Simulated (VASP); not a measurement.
# TiN (Fm-3m) in VASP: relaxation of cell and atoms with LDA

Aim: the relaxation of cell and atoms of TiN with LDA.

All numbers are computed with VASP 6.6.1; they aren't measurements. Logs are shortened: lines on timing, memory, paths and dates and some standing lists are left out, and cuts for length are marked.

## 1. Starting point

Symmetry: Fm-3m, No. 225, cubic system. Conventional cell: a = 4.250 Å, b = 4.250 Å, c = 4.250 Å, α = 90.00°, β = 90.00°, γ = 90.00°. Ti (site symmetry m-3m) has 6 N at 2.12 Å as nearest neighbours. Around N (site symmetry m-3m) lie 6 Ti at 2.12 Å.

The cell was built by a generator and needn't be a form met in nature.

## 2. Relaxation of cell and atoms, LDA

Input file INCAR:

```
SYSTEM = TiN
  PREC = Accurate
  ENCUT = 600
  EDIFF = 1E-6
  ISMEAR = 0
  SIGMA = 0.1
  LREAL = .False.
  LASPH = .True.
  NELM = 100
  ALGO = Normal
  ISIF = 3
  LWAVE = .False.
  LCHARG = .False.
  GGA = CA
  IBRION = 2
  NSW = 60
  EDIFFG = -0.02
```

Input file KPOINTS:

```
Automatic mesh
0
Gamma
  12 12 12
  0 0 0
```

Input file POSCAR:

```
TiN
1.0
    0.0000000000      2.1250000000      2.1250000000
    2.1250000000      0.0000000000      2.1250000000
    2.1250000000      2.1250000000      0.0000000000
Ti N
1 1
Direct
    0.0000000000      0.0000000000      0.0000000000
    0.5000000000      0.5000000000      0.5000000000
```

Potentials or basis: VASP PAW LDA potentials, release 64 (Ti_sv, N).

Command:

```console
$ cat potpaw_LDA.64/Ti_sv/POTCAR potpaw_LDA.64/N/POTCAR > POTCAR
$ mpirun -np 1 vasp_std > vasp.out
```

OUTCAR:

```text
SYSTEM = TiN
   PREC = Accurate
   ENCUT = 600
   EDIFF = 1E-6
   ISMEAR = 0
   LREAL = .False.
   LASPH = .True.
   NELM = 100
   ISIF = 3
   GGA = CA
   IBRION = 2
   NSW = 60
   EDIFFG = -0.02

 ion  position               nearest neighbor table
   1  0.000  0.000  0.000-   2 2.12   2 2.12   2 2.12   2 2.12   2 2.12   2 2.12
   2  0.500  0.500  0.500-   1 2.12   1 2.12   1 2.12   1 2.12   1 2.12   1 2.12

  LATTYP: Found a face centered cubic cell.
 ALAT       =     4.2500000000

  Lattice vectors:

 A1 = (   0.0000000000,   2.1250000000,   2.1250000000)
 A2 = (   2.1250000000,   0.0000000000,   2.1250000000)
 A3 = (   2.1250000000,   2.1250000000,   0.0000000000)

Analysis of symmetry for initial positions (statically):
=====================================================================
 Subroutine PRICEL returns:
 Original cell was already a primitive cell.

 Routine SETGRP: Setting up the symmetry group for a
 face centered cubic supercell.

 Subroutine GETGRP returns: Found 48 space group operations
 (whereof 48 operations were pure point group operations)
 out of a pool of 48 trial point group operations.

The static configuration has the point symmetry O_h .

Analysis of symmetry for dynamics (positions and initial velocities):
=====================================================================
 Subroutine PRICEL returns:
 Original cell was already a primitive cell.

 Routine SETGRP: Setting up the symmetry group for a
 face centered cubic supercell.

 Subroutine GETGRP returns: Found 48 space group operations
 (whereof 48 operations were pure point group operations)
 out of a pool of 48 trial point group operations.

The dynamic configuration has the point symmetry O_h .

 Subroutine INISYM returns: Found 48 space group operations
 (whereof 48 operations are pure point group operations),
 and found     1 'primitive' translations

----------------------------------------------------------------------------------------

                                     Primitive cell

  volume of cell :      19.1914

  direct lattice vectors                    reciprocal lattice vectors
     0.000000000  2.125000000  2.125000000    -0.235294118  0.235294118  0.235294118
     2.125000000  0.000000000  2.125000000     0.235294118 -0.235294118  0.235294118
     2.125000000  2.125000000  0.000000000     0.235294118  0.235294118 -0.235294118

  length of vectors
     3.005203820  3.005203820  3.005203820     0.407541366  0.407541366  0.407541366

  position of ions in fractional coordinates (direct lattice)
     0.000000000  0.000000000  0.000000000
     0.500000000  0.500000000  0.500000000

  ion indices of the primitive-cell ions
   primitive index   ion index
                 1           1
                 2           2

----------------------------------------------------------------------------------------

 KPOINTS: Automatic mesh

Automatic generation of k-mesh.
 Grid dimensions read from file:
 generate k-points for:   12   12   12

 Generating k-lattice:

  Cartesian coordinates                     Fractional coordinates (reciprocal lattice)
    -0.019607843  0.019607843  0.019607843     0.083333333  0.000000000  0.000000000
     0.019607843 -0.019607843  0.019607843     0.000000000  0.083333333  0.000000000
     0.019607843  0.019607843 -0.019607843     0.000000000  0.000000000  0.083333333

  Length of vectors
     0.033961781  0.033961781  0.033961781

  Shift w.r.t. Gamma in fractional coordinates (k-lattice)
     0.000000000  0.000000000  0.000000000

 Subroutine IBZKPT returns following result:
 ===========================================

 Found     72 irreducible k-points:

 Following reciprocal coordinates:
            Coordinates               Weight
  0.000000  0.000000  0.000000      1.000000
  0.083333  0.000000  0.000000      8.000000
  0.166667  0.000000  0.000000      8.000000
  0.250000  0.000000  0.000000      8.000000
  0.333333  0.000000  0.000000      8.000000
  0.416667  0.000000  0.000000      8.000000
[... 16 lines left out ...]
  0.500000  0.166667  0.000000     24.000000
 -0.416667  0.166667  0.000000     24.000000
 [... further k-points ...]
   k-points           NKPTS =     72   k-points in BZ     NKDIM =     72   number of bands    NBANDS=     12
   number of dos      NEDOS =    301   number of ions     NIONS =      2
   total plane-waves  NPLWV =  13824
   dimension x,y,z NGX =    24 NGY =   24 NGZ =   24
   dimension x,y,z NGXF=    48 NGYF=   48 NGZF=   48
   ions per type =               1   1
   NGX,Y,Z   is equivalent  to a cutoff of  13.28, 13.28, 13.28 a.u.
   NGXF,Y,Z  is equivalent  to a cutoff of  26.55, 26.55, 26.55 a.u.
 SYSTEM =  TiN
   PREC   = accura    normal or accurate (medium, high low for compatibility)
   ISTART =      0    job   : 0-new  1-cont  2-samecut
   ICHARG =      2    charge: 1-file 2-atom 10-const
   ISPIN  =      1    spin polarized calculation?
   LNONCOLLINEAR =      F non collinear calculations
   LSORBIT =      F    spin-orbit coupling
   LASPH  =      T    aspherical Exc in radial PAW
   ENCUT  =  600.0 eV  44.10 Ry    6.64 a.u.   6.00  6.00  6.00*2*pi/ulx,y,z
   NELM   =    100;   NELMIN=  2; NELMDL= -5     # of ELM steps
   EDIFF  = 0.1E-05   stopping-criterion for ELM
   LREAL  =      F    real-space projection
   EDIFFG = -.2E-01   stopping-criterion for IOM
   NSW    =     60    number of steps for IOM
   IBRION =      2    ionic relax: 0-MD 1-quasi-New 2-CG
   NFREE  =      1    steps in history (QN), initial steepest desc. (CG)
   ISIF   =      3    stress and relaxation
   ISYM   =      2    0-nonsym 1-usesym 2-fastsym
   POTIM  = 0.5000    time-step for ionic-motion
   TEBEG  =    0.0;   TEEND  =   0.0 temperature during run
   PSTRESS=    0.0 pullay stress
   NELECT =      17.0000    total number of electrons
   NUPDOWN=      -1.0000    fix difference up-down
   EMIN   =  10.00;   EMAX   =-10.00  energy-range for DOS
   EFERMI =   0.00;   METHOD = LEGACY
   ISMEAR =     0;   SIGMA  =   0.10  broadening in eV -4-tet -1-fermi 0-gaus
   EFERMI_NEDOS =   21; number of points for ismear=-14 and -15
   IALGO  =     38    algorithm
   IMIX   =      4    mixing-type and parameters
     AMIX     =   0.40;   BMIX     =  1.00
     AMIX_MAG =   1.60;   BMIX_MAG =  1.00
  volume/ion in A,a.u.               =       9.60        64.76
  Fermi-wavevector in a.u.,A,eV,Ry     =   1.572252  2.971126 33.633288  2.471977
  Thomas-Fermi vector in A             =   2.673714
   LORBIT       =      0    0 simple, 1 ext, 2 COOP (PROOUT), +10 PAW based schemes
   GGA     = CA    functional components
   LHFCALC =     F    Hartree Fock is set to
   AEXX    =    0.0000 exact exchange contribution
   IVDW    =     0    specifies the selected vdW correction
   LEPSILON=     F    determine dielectric tensor
   LRPA    =     F    only Hartree local field effects (RPA)
 conjugate gradient relaxation of ions
 non-spin polarized calculation
 Gauss-broadening in eV      SIGMA  =   0.10
  energy-cutoff  :      600.00
  volume of cell :       19.19
 maximum number of plane-waves:       651
   NGX = 13   NGY = 13   NGZ = 13

--------------------------------------- Ionic step        1  -------------------------------------------

 number of electron      17.0000003 magnetization

 Free energy of the ion-electron system (eV)
  ---------------------------------------------------
  ext. energy  EPLUGINS =         0.00000000
  ---------------------------------------------------
  free energy    TOTEN  =       -21.62845648 eV

  energy without entropy =      -21.62419492  energy(sigma->0) =      -21.62632570

------------------------ aborting loop because EDIFF is reached ----------------------------------------

  FORCE on cell =-STRESS in cart. coord.  units (eV):
  Direction    XX          YY          ZZ          XY          YZ          ZX
  --------------------------------------------------------------------------------------
  -------------------------------------------------------------------------------------
  Total       -1.8002873     -1.8002873     -1.8002873      0.0000000     -0.0000000      0.0000000
  in kB     -150.2953670   -150.2953670   -150.2953670      0.0000000     -0.0000000      0.0000000
  external PRESSURE =    -150.2953670 kB  Pullay stress =       0.0000000 kB
[... 57 lines left out ...]
  energy  without entropy=      -21.5493935187  energy(sigma->0) =      -21.55128319

--------------------------------------- Ionic step        3  -------------------------------------------

 number of electron      16.9999996 magnetization

 Free energy of the ion-electron system (eV)
  ---------------------------------------------------
  ext. energy  EPLUGINS =         0.00000000
  ---------------------------------------------------
  free energy    TOTEN  =       -21.67678244 eV

  energy without entropy =      -21.67271360  energy(sigma->0) =      -21.67474802

 E-fermi :  11.7471     XC(G=0): -13.6244

 val. band max:       11.7378225770   @ k =   0.5000   0.2500   0.0833
 cond. band min:      11.7845413464   @ k =   0.0833   0.0833   0.0000
 fundamental gap:      0.0467187695
 Fermi energy:        11.7470556024

 k-point     1 :       0.0000    0.0000    0.0000
  band No.  band energies     occupation
      1     -45.2787      2.00000
      2     -21.5976      2.00000
      3     -21.5976      2.00000
      4     -21.5976      2.00000
      5      -5.2978      2.00000
      6       9.7555      2.00000
      7       9.7555      2.00000
      8       9.7555      2.00000
      9      11.1185      2.00000
     10      11.1185      2.00000
     11      11.1185      2.00000
     12      12.4011      0.00000
[... 331 lines left out ...]
 k-point    24 :      -0.4167    0.1667    0.0000
  band No.  band energies     occupation
      1     -45.1401      2.00000
      2     -22.3020      2.00000
      3     -21.8019      2.00000
      4     -21.6913      2.00000
      5      -2.8205      2.00000
      6       4.0904      2.00000
      7       6.1947      2.00000
      8       6.3184      2.00000
      9      13.1575      0.00000
     10      13.4995      0.00000
     11      14.0668      0.00000
     12      16.6293      0.00000

 [... further k-points ...]

------------------------ aborting loop because EDIFF is reached ----------------------------------------

  FORCE on cell =-STRESS in cart. coord.  units (eV):
  Direction    XX          YY          ZZ          XY          YZ          ZX
  --------------------------------------------------------------------------------------
  -------------------------------------------------------------------------------------
  Total       -0.0394197     -0.0394197     -0.0394197      0.0000000      0.0000000      0.0000000
  in kB       -3.4652427     -3.4652427     -3.4652427      0.0000000      0.0000000      0.0000000
  external PRESSURE =      -3.4652427 kB  Pullay stress =       0.0000000 kB
[... 17 lines left out ...]
  FREE ENERGIE OF THE ION-ELECTRON SYSTEM (eV)
  ---------------------------------------------------
  free  energy   TOTEN  =       -21.6767824352 eV

  energy  without entropy=      -21.6727136005  energy(sigma->0) =      -21.67474802

 reached required accuracy - stopping structural energy minimisation
```

Wall time 44 s (1 thread of AMD EPYC 7R13 (Zen 3), shared host); peak memory 0.12 GiB.

Results:

- Free energy: -21.6768 eV
- Relaxed volume: 9.11 Å³/atom
- Relaxed cell: a = 2.954 Å, b = 2.954 Å, c = 2.954 Å, α = 60.00°, β = 60.00°, γ = 60.00°
- Space group after relaxing (to 0.05 Å): Fm-3m (No. 225)
- Energy gained by relaxing: 24.2 meV/atom
- Ionic steps: 3
- Pressure after relaxing: -0.3 GPa
- Band gap on the k mesh: none (metal or under the smearing width)

The path:
```csv
step,energy change (eV),largest force (eV/Å),pressure (GPa),volume (Å³)
1,0.0000,0.0000,-15.03,19.19
2,0.0753,0.0000,30.21,16.80
3,-0.0483,0.0000,-0.35,18.23
```

Final structure:
```yaml
crystal:
  lattice:
    - [0.00000, 2.08875, 2.08875]
    - [2.08875, 0.00000, 2.08875]
    - [2.08875, 2.08875, 0.00000]
  atoms:
    - { symbol: Ti, position: [0.00000, 0.00000, 0.00000] }
    - { symbol: N, position: [0.50000, 0.50000, 0.50000] }
```
